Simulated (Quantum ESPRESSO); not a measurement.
**Ga: Wannier functions under several settings**

```
Ga
1.0
     2.71648    0.00000    0.00000
     0.00000    2.71648    0.00000
     0.00000    0.00000    2.71648
Ga
1
Direct
  0.00000 0.00000 0.00000
```

The cell was built by a generator and needn't be a form met in nature.

All runs used Quantum ESPRESSO 7.5; potentials PseudoDojo 0.4.1 SR PBEsol standard; k mesh 8 × 8 × 8; given cell; no spin polarisation; cutoff 1088 eV; occupations fermi-dirac, width 0.05 eV.

| level | start | Wannier mesh | spread a function (Å²) | RMS miss of the bands (meV) |
| --- | --- | --- | --- | --- |
| PBEsol | atomic projections with disentanglement | 6 × 6 × 6 | 0.78 | 24 |
| PBEsol | atomic projections with disentanglement, not minimised | 6 × 6 × 6 | 1.07 | 29 |
| PBEsol | SCDM with an erfc weight | 6 × 6 × 6 | ? | ? |

Q: What stands in the row left open?

A: Spread a function 1.87 Å²; RMS miss of the bands 121 meV.

Caveats: the Wannier minimisation didn't converge (some runs).
